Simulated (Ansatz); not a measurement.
# Co (P6_3/mmc) in Ansatz: notebook

One crystal, Co, is run at these levels: PBEsol; tasks: single point.

Everything below comes from runs of Ansatz 0.2.0. Logs are shortened: lines on timing, memory, paths and dates and some standing lists are left out, and cuts for length are marked.

### 1 The crystal as given

Symmetry: P6_3/mmc, No. 194, hexagonal system. The conventional cell has a = 2.472 Å, b = 2.472 Å, c = 4.021 Å, α = 90.00°, β = 90.00°, γ = 120.00°. Co (site symmetry -6m2) has 12 Co at 2.47 Å as nearest neighbours.

### 2 Single point, PBEsol, collinear spin, ferromagnetic start, 10.00 Å³/atom (volume scaled by 0.94)

Contents of input.yaml:

```yaml
crystal:
  lattice:
    - [2.4215367659, 0.0, 0.0]
    - [-1.210768383, 2.0971123555, 0.0]
    - [0.0, 0.0, 3.9390568819]
  atoms:
    - { symbol: Co, position: [0.6666666667, 0.3333333333, 0.75], spin: 2.0 }
    - { symbol: Co, position: [0.3333333333, 0.6666666667, 0.25], spin: 2.0 }
kpoints:
  mp_grid: { grid: [12, 12, 7] }
scf:
  occupations: { method: fermi_dirac, width: 0.05 }
hamiltonian:
  xc: pbesol
  pseudopotentials: { kind: all_electron, lapw: { basis_error: 0.0005 } }
magnetization:
  spin_polarized: true
output:
  forces: true
  stress: true
  eigenvalues: true
```

Potentials or basis: all-electron LAPW, scalar-relativistic.

On the command line:

```
$ ansatz run input.yaml --threads 2 --pin off --max-ram 6144MiB --backend cpu --events-out ev --progress --plain --runs-dir out
```

Output:

```text
Warning: RAYON_NUM_THREADS=2 ignored (pool sized by the plan → 2); use --threads N
LAPW: plane waves up to 9.665 Å⁻¹, error target 5.0e-4 eV per atom; small_component_spin mean_spin; Co in spheres of 1.208 Å, 17 of its electrons in bands, Dirac shells [] (how accurate: hamiltonian.pseudopotentials.lapw.basis_error, Limitations)
Engine: ansatz 0.2.0, aarch64-unknown-linux-gnu
Pseudopotentials: kind: all_electron
Pseudopotential: Co, LAPW, valence charge 17, lapw/all_electron/scalar/gaussian/Co, Koelling and Harmon's equation, gaussian nucleus
Functional definition: PBEsol
  exchange = pbesol_x
  correlation = pbesol_c
Crystal: 2 atoms, lattice volume = 20.003 Å³
Basis set: ecut = 355.86373784549914 eV, 313 PW (Γ), exchange–correlation at level 2
Bands: 23, of which v1, the nominal top of the filled ones, is band 17 counted from 1 (16 counted from 0)
Symmetry: 24 space group operations
Space group: P63/mmc (ITA 194), of the structure as read, at distance tolerance 2.7e-5 Å
Magnetic group: BNS 194.263 (UNI 1493), of the structure as read, at distance tolerance 2.7e-5 Å
k-points: 76 of 1008
Non-local potential: Co, projectors of the file, none
Initial density: superposition of atomic densities (chi_scale 0.1, normalization cell)
Starting moments: Σ|m| = 4 μB on 2 of 2 sites
Initial wavefunctions: plane waves of lowest kinetic energy (no species holds an atomic orbital)
Functional: x = pbesol(κ = 0.804, μ = 0.12345679012345678), c = pbesol(β = 0.046)
iter 1 solved again at ethr=3.40e-5 eV; its pass at ethr=1.00e-1 eV (dr2=1.16e-2 eV) is discarded
SCF iter   1: F=—  HF=-75768.682817 eV  |F-HF|=—  |Δ(HF+E_count)|=         —  Δρ=2.40e-2 (↑2.40e-2 ↓2.35e-2)  dr2=1.17e-2  dr2_m=9.81e-2  M=3.090 μB ∫|m|=3.193 μB  β_m=0.30  ethr=3.40e-5  ⟨swp⟩=3.4  Hψ=27104  notcnv=0
Mixer restart at iter 1: flushing history
preconditioner: auto → none  [metal: Δε(μ)=0.013 eV  Ē_g=10.297 eV  σ=0.050 eV  W_gap=0.07  n_scr=2 (ndim 8)  ℏωp=35.2 eV  f_vac=0.000  D(μ)=1.89/eV (n_scr^D=22)  sad-step TF]
SCF iter   2: F=—  HF=-75768.758695 eV  |F-HF|=—  |Δ(HF+E_count)|=   7.59e-2  Δρ=1.69e-2 (↑1.67e-2 ↓1.69e-2)  dr2=6.84e-3  dr2_m=4.94e-2  M=3.078 μB ∫|m|=3.214 μB  β_m=0.47  ethr=3.40e-5  ⟨swp⟩=2.8  Hψ=10187  notcnv=0  defer=1
SCF iter   3: F=—  HF=-75768.830704 eV  |F-HF|=—  |Δ(HF+E_count)|=   7.20e-2  Δρ=6.90e-3 (↑6.90e-3 ↓6.82e-3)  dr2=1.99e-3  dr2_m=7.57e-3  M=3.034 μB ∫|m|=3.233 μB  β_m=0.45  ethr=2.01e-5  ⟨swp⟩=3.0  Hψ=11489  notcnv=0
iter 4 solved again at ethr=3.54e-7 eV; its pass at ethr=5.84e-6 eV (dr2=1.20e-4 eV) is discarded
SCF iter   4: F=—  HF=-75768.844708 eV  |F-HF|=—  |Δ(HF+E_count)|=   1.40e-2  Δρ=1.42e-3 (↑1.04e-3 ↓1.42e-3)  dr2=1.20e-4  dr2_m=2.33e-4  M=3.028 μB ∫|m|=3.264 μB  β_m=0.72  ethr=3.54e-7  ⟨swp⟩=2.0  Hψ=17449  notcnv=0
SCF iter   5: F=—  HF=-75768.846556 eV  |F-HF|=—  |Δ(HF+E_count)|=   1.85e-3  Δρ=3.62e-4 (↑3.28e-4 ↓3.62e-4)  dr2=1.97e-6  dr2_m=2.08e-5  M=3.032 μB ∫|m|=3.287 μB  β_m=0.86  ethr=3.53e-7  ⟨swp⟩=3.0  Hψ=10663  notcnv=0
SCF iter   6: F=—  HF=-75768.846679 eV  |F-HF|=—  |Δ(HF+E_count)|=   1.22e-4  Δρ=2.55e-5 (↑2.55e-5 ↓1.63e-5)  dr2=1.38e-7  dr2_m=4.17e-8  M=3.033 μB ∫|m|=3.294 μB  β_m=0.86  ethr=5.78e-9  ⟨swp⟩=3.1  Hψ=10995  notcnv=0
SCF iter   7: F=—  HF=-75768.846679 eV  |F-HF|=—  |Δ(HF+E_count)|=   1.49e-7  Δρ=5.83e-6 (↑3.64e-6 ↓5.83e-6)  dr2=7.73e-9  dr2_m=1.70e-9  M=3.033 μB ∫|m|=3.294 μB  β_m=0.88  ethr=4.06e-10  ⟨swp⟩=3.0  Hψ=10103  notcnv=0
SCF iter   8: F=-75768.846679 eV  HF=-75768.846679 eV  |F-HF|=1.56e-9  |Δ(HF+E_count)|=   2.91e-8  Δρ=1.25e-6 (↑4.59e-7 ↓1.25e-6)  dr2=1.80e-10  dr2_m=9.44e-11  M=3.033 μB ∫|m|=3.294 μB  ethr=2.27e-11  ⟨swp⟩=2.5  Hψ=9789  notcnv=0
SCF 1 converged in 8 iterations: F = -75768.846679 eV  dr2 = 1.80e-10
SCF converged after 8 iterations
Magnetization: 3.0327 μB (18.5163 up, 15.4837 down)
Absolute magnetization: 3.2939 μB (∫|ρ↑−ρ↓|)
Spin contamination: 0.0405 ħ² per cell (⟨S²⟩ above its minimum at these occupations)
Per-site moments (μB) at R_I (Å): [(1.5611721872728186, 1.2076480801631093), (1.5611721872728186, 1.2076480801631093)]
Free energy (F): -75768.846679 eV
Harris-Foulkes:  -75768.846679 eV  (|F-HF|=1.56e-9)
Internal energy: -75768.832557 eV  (E = F + TS)
E sigma→0 (E₀):  -75768.839618 eV
Entropy (-TS):   -0.014122 eV (-7.061 meV/atom)
Fermi energy:    20.829929 eV
--- Per-component energies (eV) ---
  E_band       = -415.708973
  E_kinetic    = 76890.815169
  E_xc         = -3183.177417
  E_electrostatic = -149476.470308  (all electrons and nuclei)
  E_smearing   = -0.014122  (= −TS)
  E_closure    = 0.000000  (closes the sum)
  E_atoms      = -75750.878730  (free atoms, spherical and without spin; not in F)
  Σ components = -75768.846679   (vs F -75768.846679, Δ=0.00e0)
  Basis errors (estimates in eV, not in F): energy 9.4e-5 per atom: plane waves 8.6e-5 (6.2e-5 summed), levels above the bands 1.5e-93, relativity 4.8e-9, radial functions 8.2e-6, core shells 2.1e-9; eigenvalues (radial functions only) 1.1e-6; not estimated: angular momenta, meshes, grids; target (lapw.basis_error) 5.0e-4; muffin-tin radii Co 1.208 Å
--- Forces (eV/Å), atoms counted from 1 ---
  atom   1  Co    -0.00000000    -0.00000000     0.00000000
  atom   2  Co     0.00000000     0.00000000     0.00000000
  max |Σ_I F_I| component: 4.63e-18 eV/Å
--- Stress (GPa, compression-positive) ---
        9.996486       0.000000       0.000000
        0.000000       9.996486       0.000000
        0.000000       0.000000       7.041497
  P = ⅓ Tr σ = 9.0115 GPa (90.115 kbar)
--- Band table (eV; the first three rows and the last of 152) ---
  k-point 0 ↑: bands = ["-74.9300", "-74.8494", "-38.5203", "-38.1382", "-38.1382", "-38.0820", "-38.0769", "-38.0769", "11.2800", "15.2335", "18.0833", "18.1469", "18.1469", "18.5042", "18.5042", "18.9368", "18.9368", "20.1793", "20.1793", "20.4963", "27.8020", "43.2727", "46.5515"]
  k-point 1 ↑: bands = ["-74.9260", "-74.8534", "-38.4989", "-38.1352", "-38.1352", "-38.1040", "-38.0799", "-38.0799", "11.4973", "15.1875", "18.0226", "18.0926", "18.0926", "18.4425", "18.4425", "19.0737", "19.0737", "19.7562", "20.1664", "20.1664", "28.9597", "43.1396", "45.2350"]
  k-point 2 ↑: bands = ["-74.9149", "-74.8646", "-38.4389", "-38.1656", "-38.1267", "-38.1267", "-38.0884", "-38.0884", "12.1272", "14.9184", "17.8701", "18.0267", "18.0267", "18.2954", "18.2954", "18.5074", "19.3696", "19.3696", "20.1012", "20.1012", "31.5730", "41.5775", "43.7172"]
  k-point 75 ↓: bands = ["-72.9049", "-72.9049", "-36.5653", "-36.5653", "-36.4925", "-36.4611", "-36.2790", "-36.2790", "17.8017", "17.8999", "17.9256", "17.9256", "18.8611", "18.8611", "20.4269", "20.7188", "21.9916", "21.9916", "27.6467", "27.6467", "28.7979", "30.1025", "32.0007"]
```

Run time: 33 s. Hardware: 2 threads of Arm Neoverse N1, shared host; peak memory 0.54 GiB.

What came out:

| Item | Value |
| --- | --- |
| Free energy | -75768.8467 eV |
| Pressure | 9.0 GPa |
| Band gap on the k mesh | none (metal or under the smearing width) |
| Net moment | 3.03 μB per cell |
| Absolute moment | 3.29 μB per cell |
| Site moments | Co +1.56 μB |

### 3 Single point, PBEsol, collinear spin, ferromagnetic start, 10.21 Å³/atom (volume scaled by 0.96)

Edit input.yaml of step 2 so:

```diff
@@ -2,5 +2,5 @@
   lattice:
-    - [2.4215367659, 0.0, 0.0]
-    - [-1.210768383, 2.0971123555, 0.0]
-    - [0.0, 0.0, 3.9390568819]
+    - [2.4385904036, 0.0, 0.0]
+    - [-1.2192952018, 2.1118812389, 0.0]
+    - [0.0, 0.0, 3.9667976331]
   atoms:
```

Potentials or basis: all-electron LAPW, scalar-relativistic.

On the command line:

```
$ ansatz run input.yaml --threads 2 --pin off --max-ram 6144MiB --backend cpu --events-out ev --progress --plain --runs-dir out
```

Wall time 32 s (2 threads of Arm Neoverse N1, shared host); peak memory 0.54 GiB.

The run converged. Its results:

- Free energy: -75768.8630 eV
- Pressure: 3.4 GPa
- Band gap on the k mesh: none (metal or under the smearing width)
- Net moment: 3.09 μB per cell
- Absolute moment: 3.36 μB per cell
- Site moments: Co +1.59 μB

### 4 Single point, PBEsol, collinear spin, ferromagnetic start, 10.43 Å³/atom (volume scaled by 0.98)

Edit input.yaml of step 3 so:

```diff
@@ -2,5 +2,5 @@
   lattice:
-    - [2.4385904036, 0.0, 0.0]
-    - [-1.2192952018, 2.1118812389, 0.0]
-    - [0.0, 0.0, 3.9667976331]
+    - [2.4554087999, 0.0, 0.0]
+    - [-1.2277044, 2.1264463974, 0.0]
+    - [0.0, 0.0, 3.9941557227]
   atoms:
```

On the command line:

```
$ ansatz run input.yaml --threads 2 --pin off --max-ram 6144MiB --backend cpu --events-out ev --progress --plain --runs-dir out
```

Run time: 35 s. Hardware: 2 threads of Arm Neoverse N1, shared host; peak memory 0.55 GiB.

The run converged. Its results:

```yaml
Free_energy: -75768.8655 eV
Pressure: -1.5 GPa
Band_gap_on_the_k_mesh: none (metal or under the smearing width)
Net_moment: 3.15 μB per cell
Absolute_moment: 3.43 μB per cell
Site_moments: Co +1.62 μB
```

### 5 Single point, PBEsol, collinear spin, ferromagnetic start, 10.64 Å³/atom

Edit input.yaml of step 4 so:

```diff
@@ -2,5 +2,5 @@
   lattice:
-    - [2.4554087999, 0.0, 0.0]
-    - [-1.2277044, 2.1264463974, 0.0]
-    - [0.0, 0.0, 3.9941557227]
+    - [2.4719999032, 0.0, 0.0]
+    - [-1.2359999516, 2.1408147143, 0.0]
+    - [0.0, 0.0, 4.02114408]
   atoms:
```

On the command line:

```
$ ansatz run input.yaml --threads 2 --pin off --max-ram 6144MiB --backend cpu --events-out ev --progress --plain --runs-dir out
```

Run time: 32 s. Hardware: 2 threads of Arm Neoverse N1, shared host; peak memory 0.54 GiB.

The run converged. Its results:

```
Free energy            : -75768.8557 eV
Pressure               : -5.8 GPa
Band gap on the k mesh : none (metal or under the smearing width)
Net moment             : 3.20 μB per cell
Absolute moment        : 3.49 μB per cell
Site moments           : Co +1.65 μB
```

### 6 Single point, PBEsol, collinear spin, ferromagnetic start, 10.85 Å³/atom (volume scaled by 1.02)

Edit input.yaml of step 5 so:

```diff
@@ -2,5 +2,5 @@
   lattice:
-    - [2.4719999032, 0.0, 0.0]
-    - [-1.2359999516, 2.1408147143, 0.0]
-    - [0.0, 0.0, 4.02114408]
+    - [2.4883712406, 0.0, 0.0]
+    - [-1.2441856203, 2.1549927084, 0.0]
+    - [0.0, 0.0, 4.0477749493]
   atoms:
```

Potentials or basis: all-electron LAPW, scalar-relativistic.

On the command line:

```
$ ansatz run input.yaml --threads 2 --pin off --max-ram 6144MiB --backend cpu --events-out ev --progress --plain --runs-dir out
```

Wall time 34 s (2 threads of Arm Neoverse N1, shared host); peak memory 0.54 GiB.

The run converged. Its results:

| Quantity | Value |
| --- | --- |
| Free energy | -75768.8349 eV |
| Pressure | -9.8 GPa |
| Band gap on the k mesh | none (metal or under the smearing width) |
| Net moment | 3.24 μB per cell |
| Absolute moment | 3.54 μB per cell |
| Site moments | Co +1.67 μB |

### 7 Single point, PBEsol, collinear spin, ferromagnetic start, 11.07 Å³/atom (volume scaled by 1.04)

Edit input.yaml of step 6 so:

```diff
@@ -2,5 +2,5 @@
   lattice:
-    - [2.4883712406, 0.0, 0.0]
-    - [-1.2441856203, 2.1549927084, 0.0]
-    - [0.0, 0.0, 4.0477749493]
+    - [2.5045299482, 0.0, 0.0]
+    - [-1.2522649741, 2.1689865596, 0.0]
+    - [0.0, 0.0, 4.0740599388]
   atoms:
```

On the command line:

```
$ ansatz run input.yaml --threads 2 --pin off --max-ram 6144MiB --backend cpu --events-out ev --progress --plain --runs-dir out
```

Wall time 34 s (2 threads of Arm Neoverse N1, shared host); peak memory 0.54 GiB.

Results (log left out):

```
Free energy            : -75768.8041 eV
Pressure               : -13.3 GPa
Band gap on the k mesh : none (metal or under the smearing width)
Net moment             : 3.28 μB per cell
Absolute moment        : 3.59 μB per cell
Site moments           : Co +1.69 μB
```

### 8 Single point, PBEsol, collinear spin, ferromagnetic start, 11.28 Å³/atom (volume scaled by 1.06)

Edit input.yaml of step 7 so:

```diff
@@ -2,5 +2,5 @@
   lattice:
-    - [2.5045299482, 0.0, 0.0]
-    - [-1.2522649741, 2.1689865596, 0.0]
-    - [0.0, 0.0, 4.0740599388]
+    - [2.5204827983, 0.0, 0.0]
+    - [-1.2602413992, 2.1828021331, 0.0]
+    - [0.0, 0.0, 4.1000100648]
   atoms:
```

On the command line:

```
$ ansatz run input.yaml --threads 2 --pin off --max-ram 6144MiB --backend cpu --events-out ev --progress --plain --runs-dir out
```

Wall time 36 s (2 threads of Arm Neoverse N1, shared host); peak memory 0.55 GiB.

The run converged. Its results:

```yaml
Free_energy: -75768.7644 eV
Pressure: -16.5 GPa
Band_gap_on_the_k_mesh: none (metal or under the smearing width)
Net_moment: 3.31 μB per cell
Absolute_moment: 3.63 μB per cell
Site_moments: Co +1.71 μB
```

### 9 The reference run

An earlier run on the cell as given: functional PBEsol; potentials or basis all-electron LAPW, scalar-relativistic; cutoff 315 eV (chosen from the basis error); basis error allowed 0.001 eV/atom; k mesh 12 × 12 × 7; occupations fermi-dirac, width 0.05 eV; collinear spin, ferromagnetic start; starting moments [2.0, 2.0] μB.

- Pressure: -5.8 GPa
- Band gap on the k mesh: none (metal or under the smearing width)
- Net moment: 3.20 μB per cell
- Absolute moment: 3.49 μB per cell
- Site moments: Co +1.65 μB
